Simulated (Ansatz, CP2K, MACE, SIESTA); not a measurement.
**Liquid Al2O3 at 2363 K (220 atoms) in other programs, against a plane-wave reference**

How near do other programs and methods come to a plane-wave reference for liquid Al2O3 at 2363 K (220 atoms)? A plane-wave run serves as the reference.

Main program and level: Ansatz 0.2.0; Kohn-Sham DFT, PBE, PAW, plane waves.

## Step 1: Set-up

The cell holds 220 atoms: 88 Al and 132 O. Its edges and angles: a = 21.658 Å, b = 10.829 Å, c = 10.829 Å, α = 90.0°, β = 90.0°, γ = 90.0°. 110 atoms (44 Al, 66 O) placed at random at 2.93 g/cm³, melted at 4500 K for 20 ps at fixed volume with the Morse and Coulomb pair potential with partial charges (Pedone, Malavasi, Menziani, Cormack and Segre, J. Phys. Chem. B 110, 11780 (2006)). Snapshot at the end of a hold of 20 ps at 2363 K and fixed volume. The cell was repeated 2 x 1 x 1. Then every atom was moved at random, 0.03 Å r.m.s. a Cartesian component.

## Step 2: The reference run

The PAW files are the set soft_2.

File input.yaml:

```yaml
crystal:
  lattice:
    - [21.6582, 0.0, 0.0]
    - [0.0, 10.8291, 0.0]
    - [0.0, 0.0, 10.8291]
  atoms:
    - { symbol: Al, position: [0.21134, 0.14918, 0.25501] }
    - { symbol: Al, position: [0.29133, 0.73604, 0.16496] }
    - { symbol: Al, position: [0.27549, 0.04823, 0.70958] }
    - { symbol: Al, position: [0.47953, 0.6446, 0.73705] }
    [... 210 atom lines left out ...]
    - { symbol: O, position: [0.61402, 0.83137, 0.48048] }
    - { symbol: O, position: [0.89275, 0.85336, 0.00546] }
    - { symbol: O, position: [0.84213, 0.50053, 0.54051] }
    - { symbol: O, position: [0.80695, 0.74439, 0.83425] }
    - { symbol: O, position: [0.77328, 0.07436, 0.56767] }
    - { symbol: O, position: [0.69059, 0.00481, 0.19738] }
kpoints:
  mp_grid: { grid: [1, 1, 1] }
hamiltonian:
  xc: pbe
scf:
  occupations: { method: fermi_dirac, width: 0.05 }
output:
  forces: true
  eigenvalues: true
```

Started as:

```
> ansatz run input.yaml --threads 4 --pin off --max-ram 15872MiB --backend cpu --events-out ev --progress --plain --runs-dir out
```

The program printed:

```text
[...]
Pseudopotentials: kind: paw
Pseudopotential: Al, paw, valence charge 3, recommended cutoff 420 eV (normal), Al.paw.azcp
Pseudopotential: O, paw, valence charge 6, recommended cutoff 420 eV (normal), O.paw.azcp
[... 5 lines on functional and potentials left out ...]
Crystal: 220 atoms, lattice volume = 2539.844 Å³
Basis set: ecut = 420 eV, 49705 PW (Γ), exchange–correlation on 300×150×150 points (8 copies of the dense FFT grid, shifted against one another)
Bands: 748, of which v1, the nominal top of the filled ones, is band 528 counted from 1 (527 counted from 0)
Symmetry: 1 space group operations
Space group: P1 (ITA 1), of the structure as read, at distance tolerance 1.4e-4 Å
k-points: 1
[... 5 lines on functional and potentials left out ...]
Initial density: superposition of atomic densities (neutral atoms: chi_scale 0, normalization atom), corrected by the library's trained network
Initial wavefunctions: pseudopotential atomic-orbital guess
[...]
SCF iter   1: F=—  HF=-122393.573349 eV  |F-HF|=—  |Δ(HF+E_count)|=         —  Δρ=3.97e-3  dr2=5.82e-1  ethr=1.77e-3  ⟨swp⟩=6.0  Hψ=3344  notcnv=0  defer=77
preconditioner: auto → Resta (q_TF=auto, 2.357 Å⁻¹)  ε∞=3.7  [insulator: Δε(μ)=1.039 eV  Ē_g=14.485 eV  σ=0.050 eV  W_gap=1.00  n_scr=544 (ndim 8)  ℏωp=23.9 eV  f_vac=0.033  D(μ)=0.00/eV (n_scr^D=0)  ε∞_Penn≈3.7]
SCF iter   2: F=—  HF=-122393.486469 eV  |F-HF|=—  |Δ(HF+E_count)|=   8.69e-2  Δρ=2.23e-3  dr2=1.22e-1  ethr=5.51e-5  ⟨swp⟩=2.0  Hψ=1268  notcnv=0  defer=213
SCF iter   3: F=—  HF=-122393.480404 eV  |F-HF|=—  |Δ(HF+E_count)|=   6.06e-3  Δρ=9.50e-4  dr2=4.02e-2  ethr=1.16e-5  ⟨swp⟩=2.0  Hψ=941  notcnv=0  defer=77
automatic band count: iteration 3 solves 612 bands in place of 748: the levels show a gap, and the empty bands left out lie too high to hold charge; the band table lists the bands solved (type scf.n_extra_bands for more)
SCF iter   4: F=—  HF=-122393.478257 eV  |F-HF|=—  |Δ(HF+E_count)|=   2.15e-3  Δρ=3.72e-4  dr2=3.52e-3  ethr=3.81e-6  ⟨swp⟩=2.0  Hψ=943  notcnv=0  defer=77
SCF iter   5: F=—  HF=-122393.478198 eV  |F-HF|=—  |Δ(HF+E_count)|=   5.85e-5  Δρ=2.10e-4  dr2=1.01e-3  ethr=3.34e-7  ⟨swp⟩=2.0  Hψ=1146  notcnv=0  defer=77
[...]
SCF iter  10: F=—  HF=-122393.475455 eV  |F-HF|=—  |Δ(HF+E_count)|=   5.42e-7  Δρ=2.18e-6  dr2=1.35e-7  ethr=9.09e-11  ⟨swp⟩=3.0  Hψ=1045  notcnv=0  defer=77
SCF iter  11: F=-122393.475455 eV  HF=-122393.475455 eV  |F-HF|=2.01e-9  |Δ(HF+E_count)|=   1.20e-7  Δρ=1.46e-6  dr2=5.34e-8  ethr=9.47e-12  ⟨swp⟩=12.0  Hψ=2376  notcnv=0
SCF 1 converged in 11 iterations: F = -122393.475455 eV  dr2 = 5.34e-8
[...]
SCF converged after 11 iterations
Free energy (F): -122393.475455 eV
Harris-Foulkes:  -122393.475455 eV  (|F-HF|=2.01e-9)
Internal energy: -122393.473655 eV  (E = F + TS)
E sigma→0 (E₀):  -122393.474555 eV
Entropy (-TS):   -0.001800 eV (-0.008 meV/atom)
Fermi energy:    6.598499 eV
--- Per-component energies (eV) ---
[...]
Σ components = -122393.475455   (vs F -122393.475455, Δ=0.00e0)
--- Forces (eV/Å), atoms counted from 1 ---
  atom   1  Al     1.64978964     1.37582010     4.16849779
  atom   2  Al    -2.57628013     5.92235378     3.70945876
  atom   3  Al    -3.13469563    -0.76064032     5.03070357
  atom   4  Al    -1.82372504     0.64486220     1.95843264
[...]
atom 220  O     -0.82937125     0.81857460     3.02907293
  max |Σ_I F_I| component: 1.51e-4 eV/Å
--- Band table (eV) ---
  k-point 0: bands = ["-15.2331", "-14.9636", "-14.8861", "-14.7541", [... 596 levels ...], "11.8679", "11.8712", "11.8770", "11.9141", "11.9539", "11.9763", "12.0021", "12.0387", "12.0613", "12.1210", "12.1271", "12.1534"]
```

It took 78 s on 4 threads of Arm Neoverse V1, shared host; peak memory 4.3 GiB; 5.1 min of CPU time.

Reading the cycles: dr2 is the Hartree energy of the density residual (eV), the measure of convergence; HF is the Harris–Foulkes estimate of the energy, which meets the free energy F at convergence.

Read from the output:

| Property | Result |
| --- | --- |
| free energy | -122393.4755 eV |
| free energy per atom | -556.3340 eV/atom |
| SCF cycles | 11 |
| r.m.s. force component | 2.436 eV/Å |
| longest force | 12.91 eV/Å |
| Fermi energy | 6.598 eV |
| gap (highest filled to lowest empty level) | 0.6766 eV |

Neighbours are counted within 2.38 Å (O-Al).

Length of the force by element and coordination:

| element | coordination | atoms | mean length of the force (eV/Å) | spread | least | most |
| --- | --- | --- | --- | --- | --- | --- |
| Al | all | 88 | 4.17 | 2.33 | 0.759 | 12.9 |
| Al | 3 | 7 | 4.95 | 3.64 | 2.01 | 12.9 |
| Al | 4 | 49 | 4.35 | 2.46 | 1.00 | 12.2 |
| Al | 5 | 32 | 3.72 | 1.55 | 0.759 | 9.18 |
| O | all | 132 | 3.16 | 2.11 | 0.359 | 11.5 |
| O | 2 | 30 | 3.26 | 2.35 | 0.840 | 11.5 |
| O | 3 | 92 | 3.15 | 2.03 | 0.359 | 8.54 |
| O | 4 | 9 | 2.94 | 2.15 | 1.15 | 8.43 |
| O | 5 | 1 | 3.13 | 0 | 3.13 | 3.13 |

The levels nearest the highest filled one (over half full), pooled over k-points and spins:

| level less the highest filled one (eV) | occupation |
| --- | --- |
| -0.576 | 2 |
| -0.521 | 2 |
| -0.465 | 2 |
| -0.311 | 2 |
| -0.266 | 2 |
| 0 | 2.00 |
| 0.677 | 0.002 |
| 1.18 | 0 |
| 1.55 | 0 |
| 1.94 | 0 |
| 2.12 | 0 |
| 2.18 | 0 |

## Step 3: Structure statistics

Density 2.93 g/cm³, 11.54 Å³ an atom.

Pair distribution functions g(r), in bins of 0.1 Å:

| r (Å) | total | O-O | O-Al | Al-Al |
| --- | --- | --- | --- | --- |
| 1.35 | 0.00 | 0.00 | 0.00 | 0.00 |
| 1.45 | 0.08 | 0.00 | 0.16 | 0.00 |
| 1.55 | 0.58 | 0.00 | 1.21 | 0.00 |
| 1.65 | 1.29 | 0.00 | 2.68 | 0.00 |
| 1.75 | 2.30 | 0.00 | 4.78 | 0.00 |
| 1.85 | 1.88 | 0.00 | 3.91 | 0.00 |
| 1.95 | 1.50 | 0.00 | 3.12 | 0.00 |
| 2.05 | 0.91 | 0.00 | 1.90 | 0.00 |
| 2.15 | 0.34 | 0.00 | 0.72 | 0.00 |
| 2.25 | 0.36 | 0.27 | 0.52 | 0.10 |
| 2.35 | 0.32 | 0.50 | 0.25 | 0.09 |
| 2.45 | 0.61 | 1.01 | 0.26 | 0.79 |
| 2.55 | 0.84 | 1.56 | 0.46 | 0.40 |
| 2.65 | 0.94 | 2.08 | 0.25 | 0.45 |
| 2.75 | 1.21 | 2.46 | 0.32 | 1.03 |
| 2.85 | 1.18 | 2.25 | 0.32 | 1.35 |
| 2.95 | 1.31 | 2.26 | 0.52 | 1.56 |
| 3.05 | 1.19 | 1.52 | 0.60 | 2.18 |
| 3.15 | 1.16 | 1.19 | 0.74 | 2.37 |
| 3.25 | 1.29 | 1.60 | 0.76 | 2.18 |
| 3.35 | 0.90 | 0.97 | 0.67 | 1.45 |
| 3.45 | 1.09 | 1.18 | 0.94 | 1.36 |
| 3.55 | 1.02 | 0.87 | 1.05 | 1.25 |
| 3.65 | 0.92 | 0.55 | 1.11 | 1.17 |
| 3.75 | 0.95 | 0.68 | 1.14 | 1.00 |
| 3.85 | 0.80 | 0.39 | 1.09 | 0.88 |
| 3.95 | 1.02 | 0.67 | 1.28 | 1.04 |
| 4.05 | 0.86 | 0.58 | 1.16 | 0.57 |
| 4.15 | 0.95 | 0.50 | 1.42 | 0.55 |
| 4.25 | 0.90 | 0.45 | 1.33 | 0.61 |
| 4.35 | 1.13 | 0.77 | 1.52 | 0.75 |
| 4.45 | 1.08 | 0.81 | 1.41 | 0.69 |
| 4.55 | 1.08 | 0.90 | 1.35 | 0.71 |
| 4.65 | 0.96 | 0.95 | 1.06 | 0.65 |
| 4.75 | 1.06 | 1.12 | 1.07 | 0.85 |
| 4.85 | 0.85 | 1.02 | 0.70 | 0.89 |
| 4.95 | 0.97 | 1.16 | 0.81 | 1.02 |
| 5.05 | 1.06 | 1.29 | 0.85 | 1.17 |
| 5.15 | 1.07 | 1.37 | 0.85 | 1.06 |
| 5.25 | 0.99 | 1.25 | 0.80 | 0.97 |
| 5.35 | 0.97 | 1.25 | 0.69 | 1.22 |

Bonds by pair of elements; cutoffs follow the first minimum of g(r), held within bounds set by covalent radii, and pairs that aren't listed don't count as bonded:

| pair A-B | cutoff (Å) | bonds | mean length (Å) | spread (Å) | shortest (Å) | B about A | A about B |
| --- | --- | --- | --- | --- | --- | --- | --- |
| O-Al | 2.38 | 377 | 1.87 | 0.181 | 1.48 | 2.86 | 4.28 |

How many atoms have how many bonded neighbours:

| element | mean | 2 | 3 | 4 | 5 |
| --- | --- | --- | --- | --- | --- |
| Al | 4.28 | 0 | 7 | 49 | 32 |
| O | 2.86 | 30 | 92 | 9 | 1 |

Oxygen atoms by the number of network formers (Si, P, Ge, B, Al, As, Ga) bound to them:

| network formers bound to O | O atoms | per cent |
| --- | --- | --- |
| 0 | 0 | 0 |
| 1 | 0 | 0 |
| 2 | 30 | 22.7 |
| 3 | 92 | 69.7 |
| 4 | 9 | 6.8 |
| 5 | 1 | 0.8 |

Network units: each former by its oxygen neighbours and how many of them bridge to another former:

| former | O neighbours | bridging O | atoms |
| --- | --- | --- | --- |
| Al | 3 | 3 | 7 |
| Al | 4 | 4 | 49 |
| Al | 5 | 5 | 32 |

Rings of the network by King's shortest-path rule, up to 12 atoms, one path for each pair of neighbours; H, halogens, alkali and alkaline-earth atoms are left out, and the last column divides by all other atoms, bonded or not:

| ring size (atoms) | rings | per network atom |
| --- | --- | --- |
| 4 | 50 | 0.227 |
| 6 | 93 | 0.423 |
| 8 | 136 | 0.618 |
| 10 | 93 | 0.423 |
| 12 | 8 | 0.036 |

## Step 4: The ladder

The programs:
- CP2K 2026.2: Gaussian basis with GTH pseudopotentials and a plane-wave density; labels give functional, basis (MOLOPT sets; SR short-range, UZH the newer set with its own potentials), grid cutoff/relative cutoff and solver (OT: orbital transformation; TRS4, TC2, SIGN: linear-scaling purification with its sparsity filter), or its built-in tight binding.
- MACE: machine-learned potential, published weights.
- SIESTA 5.4.2: numerical atomic orbitals, whose automatically made sets are far from complete, with PseudoDojo norm-conserving potentials that we converted to its format (checked against plane waves on the same files for H, C, O, Si, Ge and Ca alone); labels give functional, basis size, energy shift and mesh cutoff.

All use the same cell and atoms; the electronic-structure runs use the same k-mesh, and an electronic temperature of 580 K (0.05 eV) where levels are smeared.

Differences are against the plane-wave reference, forces as r.m.s. over components; share is that over the reference's r.m.s. force, slope the least-squares factor from reference forces to these. Total energies of different programs have different zeros and aren't compared.

| run | Δ force, r.m.s. (meV/Å) | share (%) | slope | Δ gap (eV) | cores | CPU time | memory (GiB) |
| --- | --- | --- | --- | --- | --- | --- | --- |
| reference | - | - | - | - | 4 | 5.1 min | 4.3 |
| CP2K PBE, DZVP-MOLOPT-SR, 450/40 Ry, OT DIIS | 93.9 | 3.86 | 0.989 | -0.111 | 4 | 19 min | 4.3 |
| CP2K PBE, SZV-MOLOPT-SR, 450/40 Ry, OT DIIS (coarse) | 648 | 26.6 | 1.160 | -0.563 | 4 | 13 min | 3.2 |
| MACE MP-0b2 small potential | 165 | 6.77 | 0.973 | - | 4 | 8.9 s | 0.85 |
| SIESTA PBE, DZP, shift 0.01 Ry, mesh 350 Ry | 255 | 10.4 | 1.076 | -0.073 | 4 | 25 min | 4.8 |
| SIESTA PBE, SZ, shift 0.02 Ry, mesh 350 Ry (coarse) | 826 | 33.9 | 1.246 | - | 4 | 4.6 min | 1.9 |

Rows marked coarse were listed beforehand as settings not expected to be converged; some can still land near the reference.

Times of the machine-learned potentials are mostly Python's start and the loading of weights.

CPU time is summed over cores on a shared host, where runs went side by side, so it is rough. Symmetry, cutoffs, thresholds, outputs and thread counts weren't matched or tuned between programs; memory under MPI is the largest rank's times the ranks.

Left out of the table, since they converged to an unphysical state: CP2K PBE, SZV-MOLOPT-SR, 450/40 Ry, TC2 filter 1e-06, SCF 1e-06 (forces off by up to 1643 eV/Å).

Mean charges by element (e), by run and scheme:

| run | scheme | Al | O |
| --- | --- | --- | --- |
| CP2K PBE, DZVP-MOLOPT-SR, 450/40 Ry, OT DIIS | Mulliken | +1.02 | -0.68 |
| CP2K PBE, DZVP-MOLOPT-SR, 450/40 Ry, OT DIIS | Hirshfeld | +0.51 | -0.34 |
| SIESTA PBE, DZP, shift 0.01 Ry, mesh 350 Ry | Hirshfeld | +0.39 | -0.26 |

## Step 5: Results

```
reference r.m.s. force component                       : 2.44 eV/Å
nearest in forces                                      : CP2K PBE, DZVP-MOLOPT-SR, 450/40 Ry, OT DIIS, 3.9 %
farthest in forces                                     : SIESTA PBE, SZ, shift 0.02 Ry, mesh 350 Ry (coarse), 34 %
cheapest electronic-structure run beside the reference : SIESTA PBE, SZ, shift 0.02 Ry, mesh 350 Ry, 4.6 min of CPU time
```

**Reading.** The PBE runs in local orbitals, coarse settings apart, differ by 3.9 % (CP2K PBE, DZVP-MOLOPT-SR, 450/40 Ry, OT DIIS) to 10 % (SIESTA PBE, DZP, shift 0.01 Ry, mesh 350 Ry); basis, grid and potentials can all enter. Machine-learned potentials differ by 6.8 % (MACE MP-0b2 small potential); they were trained on other programs' data. Runs with settings chosen to be coarse differ by 27 % (CP2K PBE, SZV-MOLOPT-SR, 450/40 Ry, OT DIIS) to 34 % (SIESTA PBE, SZ, shift 0.02 Ry, mesh 350 Ry), their programs' other errors included. None of the electronic-structure runs in the table takes under half the reference's CPU time of 5.1 min; they take 0.91 to 4.9 times as much. SIESTA PBE, SZ, shift 0.02 Ry, mesh 350 Ry stiffens the forces by a factor of 1.25 while following their directions (correlation 0.983); the slopes of the 2 SIESTA runs lie between 1.08 and 1.25. At the same functional, gaps differ from the reference's 0.677 eV by between -0.56 and -0.07 eV. Charges hang on scheme and program or settings: among these rows the mean for Al runs from +0.39 to +1.02 e. In the reference: filled and empty levels are parted by 0.677 eV (at Γ alone); a semilocal functional tends to put such gaps too low. In a disordered cell it changes from sample to sample and from frame to frame. In the reference: for some of the pairs, g(r) has its first main peak near 2.7 Å (O-O) and 1.8 Å (O-Al). The frame stands for 2363 K, but pressures are static and levels are smeared at 580 K. Machine-learned potentials mimic data converged in k, so the reference's own k-point error enters their differences. The network of bonds at the start is that of the classical potential that made the cell, and needn't be the one that DFT or experiment would give. The electronic-structure runs sample only Γ, in a cell whose shortest periodic width is 11 Å.

[Also dropped from logs without a mark: logging warnings of Python, and SIESTA's first energy breakdown and zero terms.]

[Logs are printed without paths, hosts, clocks, repeated set-up lines and the standing remarks that a program may print on its own settings, such as how far it seeks lower states.]

[Hosts, paths, dates, database ids (printed as entryN), source tags and the programs' standing remarks are cut or masked in the printed files.]
